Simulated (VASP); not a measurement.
# KTaO3 (Pm-3m) in VASP: further runs, part 2 of 2

VASP 6.6.1.

**3. Relaxation of cell and atoms, PBE**

This run uses another cell than the first one, of 13.07 Å³/atom, 1.030 times its volume.

Input file INCAR:

```
SYSTEM = KTaO3
ALGO = Normal
EDIFF = 1E-7
EDIFFG = -0.005
ENCUT = 600
GGA = PE
IBRION = 2
ISIF = 3
ISMEAR = 0
LASPH = .TRUE.
LCHARG = .FALSE.
LREAL = .FALSE.
LWAVE = .FALSE.
NELM = 80
NSW = 90
PREC = Accurate
SIGMA = 0.03
```

Input file KPOINTS:

```
k-points
0
G
  8 8 8
  0 0 0
```

Input file POSCAR:

```
KTaO3                                   
1.0
    4.0278175628      0.0000000000      0.0000000000
    0.0000000000      4.0278175628      0.0000000000
   -0.0000000000     -0.0000000000      4.0278175628
  K               Ta              O             
     1     1     3
Direct
     0.5000000000000000    0.5000000000000000    0.5000000000000000
     0.0000000000000000    0.0000000000000000    0.0000000000000000
     0.5000000000000000    0.0000000000000000    0.0000000000000000
     0.0000000000000000    0.5000000000000000    0.0000000000000000
     0.0000000000000000    0.0000000000000000    0.5000000000000000
```

Potentials or basis: VASP PAW PBE potentials, release 64 (K_sv, Ta_pv, O).

On the command line:

```
$ cat potpaw_PBE.64/K_sv/POTCAR potpaw_PBE.64/Ta_pv/POTCAR potpaw_PBE.64/O/POTCAR > POTCAR
$ mpirun -np 1 vasp_std > vasp.out
```

Wall time 1.8 min (1 thread of Intel Xeon Platinum 8259CL at 2.50GHz (Skylake/Cascade Lake), shared host); peak memory 0.23 GiB.

It converged, with:

```yaml
Free_energy: -41.0760 eV
Relaxed_volume: 13.06 Å³/atom
Relaxed_cell: a = 4.027 Å, b = 4.027 Å, c = 4.027 Å, α = 90.00°, β = 90.00°, γ = 90.00°
Space_group_after_relaxing_to_0.05_Å: Pm-3m (No. 221)
Energy_gained_by_relaxing: 0.0 meV/atom
Ionic_steps: 3
Pressure_after_relaxing: 0.0 GPa
Band_gap_on_the_k_mesh: 2.11 eV, indirect (least direct gap 2.74 eV)
```

Final structure:
```
CELL_PARAMETERS angstrom
4.02728 0.00000 0.00000
0.00000 4.02728 0.00000
0.00000 0.00000 4.02728
ATOMIC_POSITIONS crystal
K 0.50000 0.50000 0.50000
Ta 0.00000 0.00000 0.00000
O 0.50000 0.00000 0.00000
O 0.00000 0.50000 0.00000
O 0.00000 0.00000 0.50000
```

Levels at points of the mesh, in eV from the valence-band top:
```csv
k point,band 17,band 18,band 19,band 20,band 21,band 22
"(0.00, 0.00, 0.00)",-0.63,-0.63,-0.63,2.11,2.11,2.11
"(0.50, 0.00, 0.00)",-1.44,-0.85,-0.85,2.26,4.83,4.83
"(0.50, 0.50, 0.00)",-1.40,-1.40,-0.04,4.86,4.86,6.10
"(0.50, 0.50, 0.50)",0.00,0.00,0.00,6.21,6.21,6.21
```

Caveat: spin-orbit coupling is left out, which moves the levels of the heavy elements.

**4. Relaxation of cell and atoms, PBE+D3(BJ)**

Input file INCAR:

```
SYSTEM = KTaO3
PREC = Accurate
ENCUT = 600
EDIFF = 1E-6
ISMEAR = 0
SIGMA = 0.03
LREAL = .FALSE.
LASPH = .TRUE.
NELM = 80
ALGO = Normal
ISIF = 3
LWAVE = .FALSE.
LCHARG = .FALSE.
GGA = PE
IVDW = 12
IBRION = 2
NSW = 90
EDIFFG = -0.01
```

Input file KPOINTS:

```
regular mesh
0
G
  8 8 8
  0 0 0
```

Input file POSCAR:

```
KTaO3
1.0
    3.9883000000      0.0000000000      0.0000000000
    0.0000000000      3.9883000000      0.0000000000
    0.0000000000      0.0000000000      3.9883000000
K Ta O
1 1 3
Direct
    0.5000000000      0.5000000000      0.5000000000
    0.0000000000      0.0000000000      0.0000000000
    0.5000000000      0.0000000000      0.0000000000
    0.0000000000      0.5000000000      0.0000000000
    0.0000000000      0.0000000000      0.5000000000
```

Potentials or basis: VASP PAW PBE potentials, release 64 (K_sv, Ta_pv, O).

On the command line:

```
$ cat potpaw_PBE.64/K_sv/POTCAR potpaw_PBE.64/Ta_pv/POTCAR potpaw_PBE.64/O/POTCAR > POTCAR
$ mpirun -np 1 vasp_std > vasp.out
```

OUTCAR:

```text
SYSTEM = KTaO3
   PREC = Accurate
   ENCUT = 600
   EDIFF = 1E-6
   ISMEAR = 0
   LREAL = .FALSE.
   LASPH = .TRUE.
   NELM = 80
   ISIF = 3
   GGA = PE
   IVDW = 12
   IBRION = 2
   NSW = 90
   EDIFFG = -0.01
 IVDW          = 12

 ion  position               nearest neighbor table
   1  0.500  0.500  0.500-   3 2.82   4 2.82   5 2.82   3 2.82   4 2.82   3 2.82   5 2.82   3 2.82
                             4 2.82   5 2.82   4 2.82   5 2.82   2 3.45   2 3.45   2 3.45   2 3.45
   2  0.000  0.000  0.000-   3 1.99   4 1.99   5 1.99   5 1.99   4 1.99   3 1.99   1 3.45   1 3.45
                             1 3.45   1 3.45   1 3.45   1 3.45   1 3.45   1 3.45
   3  0.500  0.000  0.000-   2 1.99   2 1.99   1 2.82   1 2.82   1 2.82   1 2.82
   4  0.000  0.500  0.000-   2 1.99   2 1.99   1 2.82   1 2.82   1 2.82   1 2.82
   5  0.000  0.000  0.500-   2 1.99   2 1.99   1 2.82   1 2.82   1 2.82   1 2.82

  LATTYP: Found a simple cubic cell.
 ALAT       =     3.9883000000

  Lattice vectors:

 A1 = (   3.9883000000,   0.0000000000,   0.0000000000)
 A2 = (   0.0000000000,   3.9883000000,   0.0000000000)
 A3 = (   0.0000000000,   0.0000000000,   3.9883000000)

Analysis of symmetry for initial positions (statically):
=====================================================================
 Subroutine PRICEL returns:
 Original cell was already a primitive cell.

 Routine SETGRP: Setting up the symmetry group for a
 simple cubic supercell.

[... 159 lines left out ...]
  volume of cell :       63.44
 maximum number of plane-waves:      2176
 NGX is ok and might be reduce to    32
   NGX = 15   NGY = 15   NGZ = 15

--------------------------------------- Ionic step        1  -------------------------------------------

 number of electron      37.9999990 magnetization

 Free energy of the ion-electron system (eV)
  ---------------------------------------------------
  ext. energy  EPLUGINS =         0.00000000
  ---------------------------------------------------
  free energy    TOTEN  =       -41.03822760 eV

  energy without entropy =      -41.03822760  energy(sigma->0) =      -41.03822760

------------------------ aborting loop because EDIFF is reached ----------------------------------------

 Edisp (eV)   -1.18069

 E8    (eV) :    -0.5261
[... 77 lines left out ...]
--------------------------------------- Ionic step        3  -------------------------------------------

 number of electron      37.9999998 magnetization

 Free energy of the ion-electron system (eV)
  ---------------------------------------------------
  ext. energy  EPLUGINS =         0.00000000
  ---------------------------------------------------
  free energy    TOTEN  =       -41.06299104 eV

  energy without entropy =      -41.06299104  energy(sigma->0) =      -41.06299104

 E-fermi :   1.9362     XC(G=0): -10.8006

 val. band max:        1.7045716780   @ k =   0.5000   0.5000   0.5000
 cond. band min:       3.8509491920   @ k =   0.0000   0.0000   0.0000
 fundamental gap:      2.1463775140
 Fermi energy:         1.9361828715

 k-point     1 :       0.0000    0.0000    0.0000
  band No.  band energies     occupation
      1     -32.4811      2.00000
      2     -32.4811      2.00000
      3     -32.4811      2.00000
      4     -25.6284      2.00000
      5     -15.7961      2.00000
      6     -15.0937      2.00000
[... 613 lines left out ...]
     22       7.6788      0.00000
     23       9.8907      0.00000

 [... further k-points ...]

------------------------ aborting loop because EDIFF is reached ----------------------------------------

 Edisp (eV)   -1.16369

 E8    (eV) :    -0.5185
[... 28 lines left out ...]
  FREE ENERGIE OF THE ION-ELECTRON SYSTEM (eV)
  ---------------------------------------------------
  free  energy   TOTEN  =       -42.2266835705 eV

  energy  without entropy=      -42.2266835705  energy(sigma->0) =      -42.22668357

 reached required accuracy - stopping structural energy minimisation
```

It took 40 s on 1 thread of Intel Xeon 6975P-C (Granite Rapids), shared host; peak memory 0.23 GiB.

Results:

```yaml
Free_energy: -42.2267 eV
Relaxed_volume: 12.87 Å³/atom
Relaxed_cell: a = 4.007 Å, b = 4.007 Å, c = 4.007 Å, α = 90.00°, β = 90.00°, γ = 90.00°
Space_group_after_relaxing_to_0.05_Å: Pm-3m (No. 221)
Energy_gained_by_relaxing: 1.6 meV/atom
Ionic_steps: 3
Pressure_after_relaxing: 0.0 GPa
Band_gap_on_the_k_mesh: 2.15 eV, indirect (least direct gap 2.77 eV)
Dispersion_energy_per_atom: -0.233 eV
```

The path:
```csv
step,energy change (eV),largest force (eV/Å),pressure (GPa),volume (Å³)
1,0.0000,0.0000,2.82,63.44
2,0.0050,0.0000,-3.40,65.52
3,-0.0078,0.0000,-0.01,64.34
```

Final structure:
```xyz
5
Lattice="4.0070 0.0000 0.0000 0.0000 4.0070 0.0000 0.0000 0.0000 4.0070" Properties=species:S:1:pos:R:3 pbc="T T T"
K     2.0035    2.0035    2.0035
Ta    0.0000    0.0000    0.0000
O     2.0035    0.0000    0.0000
O     0.0000    2.0035    0.0000
O     0.0000    0.0000    2.0035
```

Caveat: spin-orbit coupling is left out, which moves the levels of the heavy elements. A k mesh can miss the band edges.
